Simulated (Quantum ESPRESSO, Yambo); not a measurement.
# CdSe (F-43m): G0W0 with Yambo, start to end, part 2 of 3

Wanted: ground state, empty states, screening and self-energy for CdSe (F-43m).

Quantum ESPRESSO 7.5 and Yambo 5.3.0; PBE and many-body steps on it, plane waves. Known limits of the many-body steps: not at the basis limit; no spin-orbit coupling; coarse k mesh.

So far. Step 2 (Ground state): The gap is direct, at Γ. Step 3 (Bands along the symmetry lines): The gap is 0.551 eV, as in the run before at this level.

## 4. Empty states on the mesh, 4×4×4 mesh, 173 bands

Level of this step: DFT, PBE, plane waves, norm-conserving pseudopotentials (Quantum ESPRESSO).

The sums over transitions need many empty states on a uniform mesh; this step solves for them.

The input, pw.in:

```
&control
  calculation = 'nscf'
  prefix = 'x'
  outdir = 'o'
  pseudo_dir = 'pseudo'
/
&system
  ibrav = 0
  nat = 2
  ntyp = 2
  ecutwfc = 104.0
  nbnd = 173
  force_symmorphic = .true.
/
&electrons
  conv_thr = 1e-9
  electron_maxstep = 80
  diago_full_acc = .true.
  diago_thr_init = 5e-6
/
ATOMIC_SPECIES
  Cd 112.41 Cd.upf
  Se 78.971 Se.upf
CELL_PARAMETERS angstrom
  -0.0000000000 3.0702711986 3.0702711986
  3.0702711986 -0.0000000000 3.0702711986
  3.0702711986 3.0702711986 -0.0000000000
ATOMIC_POSITIONS crystal
  Cd 0.0000000000 0.0000000000 0.0000000000
  Se 0.7500000000 0.7500000000 0.7500000000
K_POINTS automatic
  4 4 4 0 0 0
```

Run with:

```console
$ OMP_NUM_THREADS=1 mpirun -n 4 pw.x -nk 4 -in pw.in > pw.out
```

Log:

```text
[banner, memory and clock lines left out]
Program PWSCF v.7.5 starts

     Atomic positions and unit cell read from directory:
     o/x.save/

     Message from routine setup:
     using ibrav=0 with symmetry is DISCOURAGED, use correct ibrav instead

     G-vector sticks info

     bravais-lattice index     =            0
     lattice parameter (alat)  =       8.2052  a.u.
     unit-cell volume          =     390.6221 (a.u.)^3
     number of atoms/cell      =            2
     number of atomic types    =            2
     number of electrons       =        44.00
     number of Kohn-Sham states=          173
     kinetic-energy cutoff     =     104.0000  Ry
     charge density cutoff     =     416.0000  Ry
     Exchange-correlation= PBE
                           (   1   4   3   4   0   0   0)

     celldm(1)=   8.205227  celldm(2)=   0.000000  celldm(3)=   0.000000
     celldm(4)=   0.000000  celldm(5)=   0.000000  celldm(6)=   0.000000

     crystal axes: (cart. coord. in units of alat)
               a(1) = (  -0.000000   0.707107   0.707107 )
               a(2) = (   0.707107  -0.000000   0.707107 )
               a(3) = (   0.707107   0.707107  -0.000000 )

     reciprocal axes: (cart. coord. in units 2 pi/alat)
               b(1) = ( -0.707107  0.707107  0.707107 )
               b(2) = (  0.707107 -0.707107  0.707107 )
               b(3) = (  0.707107  0.707107 -0.707107 )
     Pseudo is Norm-conserving + core correction, Zval = 20.0
     Generated using ONCVPSP code by D. R. Hamann
     Using radial grid of 1368 points,  6 beta functions with:
     Pseudo is Norm-conserving + core correction, Zval = 24.0
     Generated using ONCVPSP code by D. R. Hamann
     Using radial grid of 1214 points,  6 beta functions with:
     Cd               20.00   112.41000     Cd( 1.00)
     Se               24.00    78.97100     Se( 1.00)

     24 Sym. Ops. (no inversion) found

   Cartesian axes

     site n.     atom                  positions (alat units)
         1        Cd     tau(   1) = (   0.0000000   0.0000000   0.0000000  )
         2        Se     tau(   2) = (   1.0606602   1.0606602   1.0606602  )

     number of k points=     8
                       cart. coord. in units 2pi/alat
        k(    1) = (   0.0000000   0.0000000   0.0000000), wk =   0.0312500
        k(    2) = (   0.1767767   0.1767767  -0.1767767), wk =   0.2500000
        k(    3) = (  -0.3535534  -0.3535534   0.3535534), wk =   0.1250000
[...]
k(    7) = (  -0.7071068   0.0000000   0.0000000), wk =   0.0937500
        k(    8) = (  -0.7071068   0.3535534   0.0000000), wk =   0.1875000

     Dense  grid:    55849 G-vectors     FFT dimensions: (  54,  54,  54)

     The potential is recalculated from file :
     o/x.save/charge-density

     Starting wfcs are   23 randomized atomic wfcs +  150 random wfcs

     Band Structure Calculation

     End of band structure calculation

          k = 0.0000 0.0000 0.0000 (  6879 PWs)   bands (ev):

  -199.3042-138.7801-138.7801-138.7801 -93.9630 -55.0239 -55.0239 -55.0239
   -38.9490 -38.9490 -38.9490 -38.9460 -38.9460  -4.7636  -0.1683  -0.1683
    -0.1683   0.1752   0.1752   7.6711   7.6711   7.6711   8.2221  13.6142
    13.6142  13.6142  17.3542  18.7414  18.7414  19.6931  19.6931  19.6931
[...]
[... 10 further rows ...]
[...]
107.7809 107.7809 107.7809 108.6272 108.6272

          k = 0.1768 0.1768-0.1768 (  7015 PWs)   bands (ev):

  -199.3042-138.7801-138.7801-138.7801 -93.9630 -55.0240 -55.0239 -55.0239
[...]
[... 10 further rows ...]
[...]
109.4277 109.4277 110.3775 110.3775 110.9579

          k =-0.3536-0.3536 0.3536 (  6958 PWs)   bands (ev):

  -199.3042-138.7801-138.7801-138.7801 -93.9630 -55.0242 -55.0240 -55.0240
[...]
57.2295  57.4786  58.1886  58.1886  59.1444  59.1444  59.8368  59.9923
     [... 10 further rows ...]
   105.2005 105.6471 105.7290 105.7290 107.3568 107.3568 107.7525 108.1304
   109.0147 109.0147 109.9322 110.3505 110.3505

          k = 0.3536 0.0000 0.0000 (  7003 PWs)   bands (ev):

     [... further k-points ...]

     highest occupied, lowest unoccupied level (ev):     7.6711    8.2221

     XML data file, pseudopotentials, collected wavefunctions
```

The job ended after 28 s (4 MPI ranks of Arm Neoverse V1, shared host; peak memory 0.64 GiB; 1.8 min of CPU time).

Numbers from this step:

```
gap                                                           : 0.5509 eV
k of the valence top                                          : 0, 0, 0
k of the conduction bottom                                    : 0, 0, 0
least direct gap                                              : 0.5509 eV
k points computed                                             : 8
lowest point of the top converged band, above the valence top : 100.9561 eV
```

On this mesh the gap is 0.551 eV.

## 5. Conversion and set-up

This step: Yambo 5.3.0; conversion and set-up on PBE, plane waves, norm-conserving pseudopotentials.

The states are converted to the many-body program's format and the q mesh is built.

Run with:

```console
$ (cd o/x.save; p2y > p2y.log; mv SAVE ../..); yambo > setup.log
```

Log:

```text
 Yambo, version 5.3.0

 [02] CORE Variables Setup
 =========================

  [02.01] Unit cells
  ==================

  Cell kind             :  FCC
  Atoms in the cell     :  Cd  Se
  number of Cd atoms    :  1
  number of Se atoms    :  1

  List of atomic masses
  Mass of Cd    :  112.4100
  Mass of Se    :  78.97100

  List of atomic coordinates    : [cc]
  Cd1       :  0.000000  0.000000  0.000000  order 1
  Se1       :  8.702958  8.702958  8.702958  order 2

  Alat factors          :  5.801972  5.801972  5.801972 [a.u.]
  Direct lattice volume :  390.6221 [a.u.]
  Direct lattice vectors:  A[ 1 ]  A[ 2 ]  A[ 3 ]
   A[ 1 ]: -0.000000  1.000000  1.000000  [iru]
  -0.000000  5.801972  5.801972  [cc]
   A[ 2 ]:  1.000000 -0.000000  1.000000  [iru]
   5.801972 -0.000000  5.801972  [cc]
   A[ 3 ]:  1.000000  1.000000 -0.000000  [iru]
   5.801972  5.801972 -0.000000  [cc]

  Recip. lattice volume :  0.635013 [a.u.]
  Recip. lattice vectors:  B[ 1 ]  B[ 2 ]  B[ 3 ]
   B[ 1 ]: -0.500000  0.500000  0.500000  [iku]
  -0.541470  0.541470  0.541470  [cc]
   B[ 2 ]:  0.500000 -0.500000  0.500000  [iku]
   0.541470 -0.541470  0.541470  [cc]
   B[ 3 ]:  0.500000  0.500000 -0.500000  [iku]
   0.541470  0.541470 -0.541470  [cc]

  [02.02] Symmetries
  ==================

  Inversion symmetry    : yes
  Spatial inversion     : no
  Inversion index       :  25
  K-space Time-reversal : yes
  Magnetic symmetries   : no
  Time-reversal derived K-space symmetries:   25   48
  Group table correct   : yes
  Symmetries units      :  [cc]

   [S  1]:   1.0000     -0.58858E-17 -0.58858E-17 -0.58858E-17   1.0000      0.58858E-17  0.58858E-17  0.58858E-17   1.0000
   [S  2]:  -1.0000      0.58858E-17 -0.58858E-17  0.58858E-17  -1.0000      0.58858E-17 -0.58858E-17 -0.58858E-17   1.0000
   [S  3]:  -1.0000     -0.58858E-17  0.58858E-17  0.58858E-17   1.0000     -0.58858E-17 -0.58858E-17  0.58858E-17  -1.0000
[...]
[S  9]: -0.58858E-17   1.0000     -0.58858E-17  0.58858E-17 -0.58858E-17   1.0000       1.0000      0.58858E-17  0.58858E-17
   [S 10]: -0.58858E-17  -1.0000      0.58858E-17  0.58858E-17  0.58858E-17  -1.0000       1.0000     -0.58858E-17 -0.58858E-17
     [... 36 further rows ...]
   [S*47]:   1.0000     -0.58858E-17  0.58858E-17 -0.58858E-17  0.58858E-17  -1.0000      0.58858E-17   1.0000     -0.58858E-17
   [S*48]:   1.0000      0.58858E-17 -0.58858E-17 -0.58858E-17 -0.58858E-17   1.0000      0.58858E-17  -1.0000      0.58858E-17

  [02.03] Reciprocal space
  ========================

  nG shells         :   475
  nG charge         :   55849
  nG WFs            :   8326
  nC WFs            :   7046
  G-vecs. in first 47 shells:  [ Number ]
     1    9   15   27   51   59   65   89  113
    137   169   181   229   259   283   307   331   339
    387   411   459   531   537   561   609   645   701
[...]
1639  1687
  ...
[...]
K/Q-points units:
  rlu = crystal or reduced units; cc = cartesian coordinates; iku = interal k-units

  K [1]          [rlu]:  0.000000  0.000000  0.000000
         WF components:   6879
  K [2]          [rlu]: -0.74024E-17  0.64753E-17  0.25000
         WF components:   7015
  K [3]          [rlu]:  0.14805E-16 -0.12951E-16 -0.50000
         WF components:   6958
  K [4]          [rlu]: -0.67816E-17  0.25000      0.25000
         WF components:   7003
  K [5]          [rlu]:  0.19523E-17  0.25000     -0.50000
         WF components:   7006
  [... 2 further k-points ...]
  K [8]          [rlu]:  0.250000 -0.500000 -0.250000
         WF components:   6952

  [02.05] Energies & Occupations
  ==============================

  [X] === General ===
  [X] Electronic Temperature                        :  0.000000  0.000000 [eV K]
  [X] Bosonic    Temperature                        :  0.000000  0.000000 [eV K]
  [X] Finite Temperature mode                       : no
  [X] El. density                                   :  0.76014E+24 [cm-3]
  [X] Fermi Level                                   :  7.671117 [eV]

  [X] === Gaps and Widths ===
  [X] Conduction Band Min                           :  0.550945 [eV]
  [X] Valence Band Max                              :  0.000000 [eV]
  [X] Filled Bands                                  :  22
  [X] Empty Bands                                   :   23  173
  [X] Direct Gap                                    :  0.550945 [eV]
  [X] Direct Gap localized at k                     :  1
  [X] Indirect Gap                                  :  0.550945 [eV]
  [X] Indirect Gap between kpts                     :  1  1
  [X] Last valence band width                       :  2.085450 [eV]
  [X] 1st conduction band width                     :  4.360734 [eV]

  E @ K [1]:  [eV]
  -206.9753 -146.4512 -146.4512 -146.4512 -101.6341  -62.6950  -62.6950  -62.6950
  -46.62014 -46.62014 -46.62014 -46.61715 -46.61715 -12.43475  -7.83937  -7.83937
   -7.8394      -7.4959      -7.4959     -0.30728E-09 -0.18316E-09   0.0000      0.55094       5.9431
[...]
occ @ K [1]
[...]
E @ K [2]:  [eV]
[...]
occ @ K [2]
[...]
E @ K [3]:  [eV]
[...]
occ @ K [3]
[...]
E @ K [4]:  [eV]
[...]
occ @ K [4]
[...]
E @ K [5]:  [eV]
[...]
occ @ K [5]
[...]
[... 2 further k-points ...]
  E @ K [8]:  [eV]
[...]
occ @ K [8]
[...]
0.000000  0.000000  0.000000  0.000000  0.000000  0.000000  0.000000  0.000000
   0.000000  0.000000  0.000000  0.000000  0.000000  0.000000  0.000000  0.000000

 [03] Transferred momenta grid and indexing
 ==========================================

 IBZ Q-points                                      :   8
 BZ  Q-points                                      :   64

 K/Q-points units:
 rlu = crystal or reduced units; cc = cartesian coordinates; iku = interal k-units

 Q [1]          [rlu]:  0.000000  0.000000  0.000000
 Q [2]          [rlu]: -0.74024E-17  0.64753E-17  0.25000
 Q [3]          [rlu]:  0.14805E-16 -0.12951E-16 -0.50000
[...]
Q [7]          [rlu]:  0.13563E-16 -0.50000     -0.50000
 Q [8]          [rlu]:  0.250000 -0.500000 -0.250000

  [03.01] X indexes
  =================

   [03.01.01] Sigma indexes
   ========================

 [06] Game Over & Game summary
```

Wall time 3.6 s (1 MPI rank); peak memory 0.26 GiB.

(Continued in part 3 of 3.)

[Paths, hosts, dates, memory and timing lines, banners, echoed tables and standing remarks are left out of the program output.]

[Logs are printed without paths, hosts, clocks, repeated set-up lines and the standing remarks that a program may print on its own settings, such as how far it seeks lower states.]

[Runs of the session that timed out or met a known fault of the program may be left out.]

[Hosts, paths, dates, database ids (printed as entryN), source tags and the programs' standing remarks are cut or masked in the printed files.]
